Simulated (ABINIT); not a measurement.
Runs of ABINIT 10.8.3 (patched build) on SrVO3. Symmetry: Pm-3m, No. 221, cubic system. The conventional cell has a = 3.841 Å, b = 3.841 Å, c = 3.841 Å, α = 90.00°, β = 90.00°, γ = 90.00°. Around Sr (site symmetry m-3m) lie 12 O at 2.72 Å. Around V (site symmetry m-3m) lie 6 O at 1.92 Å. O (site symmetry 4/mmm) has 2 V at 1.92 Å as nearest neighbours. 

```csv
level,potentials or basis,k mesh,gap on the mesh (eV),pressure (GPa),moment (μB)
PBE,JTH PAW PBE v2.0,4 × 4 × 4,none,(b),0.62
LDA,JTH PAW LDA v2.0,4 × 4 × 4,none,-9.3,0.62
PBEsol,JTH PAW PBE v2.0,3 × 3 × 3,none,-3.6,0.33
LDA,JTH PAW LDA v2.0,3 × 3 × 3,none,-9.8,(a)
PBE,JTH PAW PBE v2.0,3 × 3 × 3,none,3.3,0.33
```

Alike in all rows: task single point; spin collinear, ferromagnetic start; cell as given; cutoff (eV) 626; smearing fermi-dirac 0.05 eV; the mesh is coarse, so values aren't converged.

**Question.** Estimate the missing entries.

**Answer.** (a) 0.32; (b) 3.7.

Caveats: all runs use coarse meshes; semilocal functionals often make such compounds metallic where correlation or magnetic order opens a gap, which also shifts bond lengths; the PAW data sets were made with another functional, which shifts forces and pressure a little (some runs).

A k mesh can miss the band edges, and the runs leave out spin-orbit coupling on Sr.

A gap of «none» marks a metal or a gap under the smearing width.
